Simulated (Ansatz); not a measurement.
Volumes and bulk moduli along the 3d metals

Computed with DFT, r2SCAN, plane waves (500 eV) with PAW, scalar-relativistic in Ansatz. The PAW files were generated under PBE, with cores re-solved for the functional.

Each structure is relaxed within its symmetry, in the lowest magnetic state of the tried starts. B₀ comes from uniform scaling at fixed shape; a dash is a value not given.

Real chromium orders in an incommensurate spin-density wave, which this two-atom cell only mimics. Real scandium is paramagnetic; a moment here is an artefact of the functional.

```
element       structure  V (Å³/atom)  B₀ (GPa)                                                  magnetic state
     Sc               ?            ?         ?                                                               ?
     Ti             hcp        17.31       117                                                    non-magnetic
      V             bcc        13.28       193                                               spin not included
     Cr             bcc        13.01       107  antiferromagnetic, largest moment 2.52 μB in the atomic sphere
     Mn  alpha-Mn (A12)        12.91         -      ferrimagnetic, largest moment 3.67 μB in the atomic sphere
     Fe             bcc        11.81       172                             ferromagnetic, net 2.65 μB per atom
     Co             hcp        10.65       226                             ferromagnetic, net 1.75 μB per atom
     Ni             fcc        10.50       220                             ferromagnetic, net 0.74 μB per atom
     Cu             fcc        11.43       163                                               spin not included
     Zn             hcp        14.37        92                                               spin not included
```

Fill in the row of Sc.

structure: hcp; V (Å³/atom): 24.96; B₀ (GPa): 57; magnetic state: ferromagnetic, net 0.68 μB per atom.
